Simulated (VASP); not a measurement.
Al:

```
Al
1.0
     3.48705   -1.95283    0.00000
     3.48705    1.95283    0.00000
    -0.10743    0.00000    3.25912
Al
3
Direct
  0.67600 0.67600 0.67500
  0.32400 0.32400 0.32500
  0.00000 0.00000 0.00000
```

The cell was built by a generator and needn't be a form met in nature.

- Program: VASP 6.6.1
- Task: relaxation of cell and atoms
- Functional: PBE
- Potentials or basis: VASP PAW PBE potentials, release 64 (Al)
- Cutoff: 600 eV
- k mesh: 6 × 6 × 6
- Occupations: gaussian, width 0.1 eV
- Spin: no spin polarisation

At the start: pressure 22.5 GPa; volume 14.80 Å³/atom.

Task: Where does the relaxation end?

Result: Over 29 steps the energy falls by 450.9 meV/atom and the volume is 16.42 Å³/atom (+11.0 %); space group Immm (No. 71, to 0.05 Å).

The path:
```
step  energy change (eV)  largest force (eV/Å)  pressure (GPa)  volume (Å³)
   1              0.0000                0.9191           22.49        44.39
   2             -0.6784                0.1043           -5.08        58.96
   3             -0.7421                0.2272           -0.89        54.67
   4             -0.7422                0.2190           -1.16        54.89
   5             -0.7735                0.1447           -0.83        54.18
   6             -0.8913                0.0846            0.09        51.94
   7             -0.9930                0.6114            6.91        47.04
   8             -1.0205                0.2959            1.76        50.05
   9             -1.0611                0.4713            3.87        48.57
  10             -1.0628                0.4414            3.48        48.81
  11             -1.0766                0.4446            3.17        48.90
  12             -1.0808                0.4370            2.90        49.01
  13             -1.0821                0.4441            2.97        48.97
  14             -1.0965                0.3936            2.12        49.45
  15             -1.1229                0.2614           -0.19        50.91
  16             -1.1094                0.0627           -3.83        53.89
  17             -1.1270                0.1779           -1.65        51.97
  18             -1.1416                0.1260           -1.62        51.93
  19             -1.1811                0.0366           -1.62        51.78
  20             -1.2463                0.4232           -1.42        51.30
  21             -1.2777                0.4486           -0.89        50.69
  22             -1.3029                0.4632           -0.08        49.89
  23             -1.2780                0.5142            2.48        48.19
  24             -1.3096                0.4794            0.71        49.32
  25             -1.3297                0.3547            0.15        49.46
  26             -1.3484                0.1395           -0.50        49.68
  27             -1.3098                0.2198           -0.37        50.05
  28             -1.3509                0.0626           -0.64        49.76
  29             -1.3526                0.0380            0.12        49.27
```

Final structure:
```yaml
crystal:
  lattice:
    - [4.54706, -2.01803, -0.54561]
    - [4.54706, 2.01803, -0.54561]
    - [-0.54710, 0.00000, 2.75037]
  atoms:
    - { symbol: Al, position: [0.66720, 0.66720, 0.66904] }
    - { symbol: Al, position: [0.33280, 0.33280, 0.33096] }
    - { symbol: Al, position: [0.00000, 0.00000, 0.00000] }
```
